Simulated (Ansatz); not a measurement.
**Straining Ti**

Method: DFT PBEsol, scalar-relativistic, plane waves, PAW (Ansatz). Settings: 420 eV cutoff, 12×12×18 k-mesh, Gaussian smearing of 0.10 eV, no spin polarisation.

Starting point, cell and atoms relaxed:

```xyz
3
Lattice="4.5153 0.0000 0.0000 -2.2576 3.9104 0.0000 0.0000 0.0000 2.7988" Properties=species:S:1:pos:R:3 pbc="T T T"
Ti    0.0000    0.0000    0.0000
Ti    0.0000    2.6069    1.3994
Ti    2.2576    1.3035    1.3994
```

Deformation: biaxial strain in the a-b plane, with the length and tilt of c and the atoms relaxed, all within the symmetry that the strain leaves. Energies are extrapolated to zero smearing.

```csv
strain (%),ΔE (meV/atom),a (Å),b (Å),c (Å)
-3.0,25.4,4.380,4.380,2.841
-2.0,11.0,4.425,4.425,2.826
-1.0,2.7,4.470,4.470,2.812
+0.0,0.0,4.515,4.515,2.799
+1.0,2.8,4.560,4.560,2.787
+2.0,10.9,4.606,4.606,2.776
+3.0,23.9,4.651,4.651,2.765
```

**Question.** What stiffness (1/V) d²E/dε² at zero strain does a cubic fit over all points give?

**Answer.** A cubic fit gives (1/V) d²E/dε² = 533 GPa at zero strain (twice the biaxial modulus).

**Question.** How does the free axis c answer a small strain?

**Answer.** Between the innermost points its strain is -0.45 times the applied one.

This form isn't the element's structure at ambient conditions.